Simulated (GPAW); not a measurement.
Write an ASE script for GPAW 26.7.0 that does the following.

* Task: single point
* Functional: LDA
* Potentials or basis: the program's PAW data sets (release 1.2.1) made for this functional
* Cutoff: 500 eV
* Basis: pw
* k mesh: 7 × 7 × 4
* Occupations: fermi-dirac, width 0.01 eV
* Spin: no spin polarisation
* Hubbard terms: Ta d U = 1 eV
* Maxiter: 150

The structure of TaS2 lies in TaS2.cif:

```cif
data_TaS2
_cell_length_a 3.35000000
_cell_length_b 3.35000000
_cell_length_c 5.86000000
_cell_angle_alpha 90.00000000
_cell_angle_beta 90.00000000
_cell_angle_gamma 120.00000000
_space_group_name_H-M_alt 'P1'
_space_group_name_Hall 'P 1'
_space_group_IT_number 1
loop_
_space_group_symop_operation_xyz
'x,y,z'
loop_
_atom_site_label
_atom_site_type_symbol
_atom_site_symmetry_multiplicity
_atom_site_Wyckoff_symbol
_atom_site_fract_x
_atom_site_fract_y
_atom_site_fract_z
_atom_site_occupancy
Ta1 Ta 1 a 0.0000000000 0.0000000000 0.0000000000 1
S1 S 1 a 0.6666666667 0.3333333333 0.7500000000 1
S2 S 1 a 0.3333333333 0.6666666667 0.2500000000 1
```

The input as run:

run.py

```python
from ase.dft.bandgap import bandgap
from ase.io import read, write
from ase.units import GPa
from gpaw import GPAW, PW

atoms = read('TaS2.cif')

calc = GPAW(mode=PW(500),
            xc='LDA',
            kpts={'size': (7, 7, 4), 'gamma': True},
            occupations={'name': 'fermi-dirac', 'width': 0.01},
            setups={'Ta': ':d,1.0'},
            nbands=25,
            convergence={'density': 1e-05, 'energy': 1e-05},
            maxiter=150,
            txt='gpaw.txt')
atoms.calc = calc
energy = atoms.get_potential_energy()
forces = atoms.get_forces()
stress = atoms.get_stress()
calc.write('gs.gpw')
write('result.traj', atoms)
print(f'Energy: {energy:.6f} eV')
print('Forces (eV/A):')
print(forces.round(4))
print('Stress (GPa):', (stress / GPa).round(3))
print('Fermi level:', round(calc.get_fermi_level(), 4), 'eV')
print(f'Gap: {bandgap(calc)[0]:.4f} eV, direct: {bandgap(calc, direct=True)[0]:.4f} eV')
```

Potentials or basis: the program's PAW data sets (release 1.2.1) made for this functional, pw.

Command:

```bash
$ OMP_NUM_THREADS=1 python run.py
```

Results of the run:

```json
{
  "Pressure": "2.1 GPa",
  "Largest force": "0.808 eV/Å",
  "Band gap on the k mesh": "none (metal or under the smearing width)"
}
```

Caveat: the cutoff is short for stress and forces, so pressures can be off by a GPa or more; U without spin polarisation on a metal has little footing.

Wall time 20 s on 1 thread of Intel(R) Xeon(R) Platinum 8488C (Sapphire Rapids), on a shared host, peak memory 0.16 GiB.
